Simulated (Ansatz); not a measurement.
## TiC: energy along a strain

TiC, Fm-3m, a = 4.328 Å (as given, not relaxed at this level: -6.1 GPa). Ansatz: PBEsol, PAW, 420 eV, Γ-centred 18×18×18 mesh on 2 atoms, Gaussian smearing 0.15 eV; no spin polarisation. Cell vectors (Å): 0.000 2.164 2.164; 2.164 0.000 2.164; 2.164 2.164 0.000. The cell is strained by x per cent times the pattern (1 -1 0 0 0 0) in the order xx yy zz yz xz xy (engineering shears), with fractional coordinates held. y is the free energy over the start, V0 = 10.134 Å³/atom. Symmetry makes y even in x.

```tsv
x (%)	y (meV/atom)
-4.00	39.29
-2.00	?
0.00	0.00
0.50	0.60
1.00	2.40
1.50	5.42
2.50	15.13
3.00	21.88
3.50	29.92
```

Question: Fit y = c2 x² + c4 x⁴ to the other rows, get the stiffness along the pattern, and predict the missing energy.

Answer: Least squares on the rows shown. y = 2.3992 x² + 0.0035253 x⁴. The clamped-ion stiffness p·C·p = 2 × 23.99 eV × 160.2 / 10.134 Å³ = 759 GPa (second derivative at the start, which stands under stress). At x = -2.00 the fit asked for gives 9.65 meV/atom. The run gave 9.66 meV/atom, so the fit is 0.01 meV/atom too low, a small miss on the scale of the series.

The energy rises almost purely quadratically, and the small positive quartic term means slight stiffening at the largest strains. For a cubic crystal this pattern measures 2(C11 − C12), so the 759 GPa is four times the tetragonal shear modulus C′, not a Young's modulus or a single elastic constant. The high resistance fits the bonding in TiC: the strain stretches Ti–C contacts along one cube axis and compresses them along another, which disturbs the directional pd σ bonds between Ti eg and C 2p states. With eight valence electrons per formula unit, the bonding states are essentially filled and the antibonding ones nearly empty. The odd anharmonic contributions of the two axes cancel, which helps to keep the curve so nearly harmonic.

Holding the fractional coordinates costs nothing here, since every atom remains an inversion centre and no internal relaxation is driven. The curve shows resistance to this one shear only; C44, which governs shear of the cube angles, remains untested.
